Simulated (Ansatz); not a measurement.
# Yb: equation of state with PBE

Crystal: Yb.

```xyz
1
Lattice="0.0000 2.7431 2.7431 2.7431 0.0000 2.7431 2.7431 2.7431 0.0000" Properties=species:S:1:pos:R:3 pbc="T T T"
Yb    0.0000    0.0000    0.0000
```

```
Program             : Ansatz 0.2.0
Task                : equation of state
Functional          : PBE
Potentials or basis : all-electron LAPW, scalar-relativistic
Basis error allowed : 0.0005 eV/atom
k mesh              : 8 × 8 × 8
Occupations         : fermi-dirac, width 0.05 eV
Spin                : collinear spin, ferromagnetic start
Starting moments    : [1.0] μB
```

The equilibrium volume is 35.65 Å³/atom (rough: see the caveat) and the bulk modulus is 19.2 GPa (rough).

Energy against volume, from the lowest point:
| volume (Å³/atom) | energy (meV/atom) |
| --- | --- |
| 38.805 | 0.00 |
| 39.630 | 7.87 |
| 40.456 | 17.09 |
| 41.281 | 27.51 |
| 42.107 | 39.03 |
| 42.933 | 51.51 |
| 43.758 | 64.86 |

All runs of the series together: 53 s on 2 threads of Intel(R) Xeon(R) 6975P-C (Granite Rapids), with other jobs on the host.

Caveat: the minimum lies outside the volumes run; the starting moments weren't kept. The state reached can hang on the start; a lower one may exist.
